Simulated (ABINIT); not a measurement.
## CuI (Marshite) in ABINIT: the effect of potentials

The system is CuI (Marshite).

```
CELL_PARAMETERS angstrom
0.00000 3.03150 3.03150
3.03150 0.00000 3.03150
3.03150 3.03150 0.00000
ATOMIC_POSITIONS crystal
I 0.00000 0.00000 0.00000
Cu 0.75000 0.75000 0.75000
```

Alike in all runs:

- Program: ABINIT 10.8.3 (patched build)
- Task: single point
- Functional: r2SCAN
- k mesh: 8 × 8 × 8
- Occupations: fermi-dirac, width 0.05 eV
- Spin: no spin polarisation

```csv
potentials,cutoff,gap on the mesh (eV),pressure (GPa)
"Ansatz PAW PBE default generated set, frozen core",490 eV,1.61,-0.9
JTH PAW PBE v2.0,844 eV,1.58,-0.5
SG15 NC PBE v1.2,1306 eV,1.62,-0.4
PseudoDojo NC SR PBE v0.4.1 standard,1497 eV,?,?
```

Task: What does the run with potentials PseudoDojo NC SR PBE v0.4.1 standard give?

Result: gap on the mesh 1.41 eV; pressure -1.2 GPa.

Caveats: spin-orbit coupling is left out, which moves the levels of the heavy elements; the PAW data sets were made with another functional, which shifts forces and pressure a little (some runs); the potentials were made for another functional, which shifts forces and pressure (some runs); the atomic spheres overlap (some runs); a meta-GGA on potentials with a model core is unreliable (some runs).

The runs don't all hold the same shells in valence.
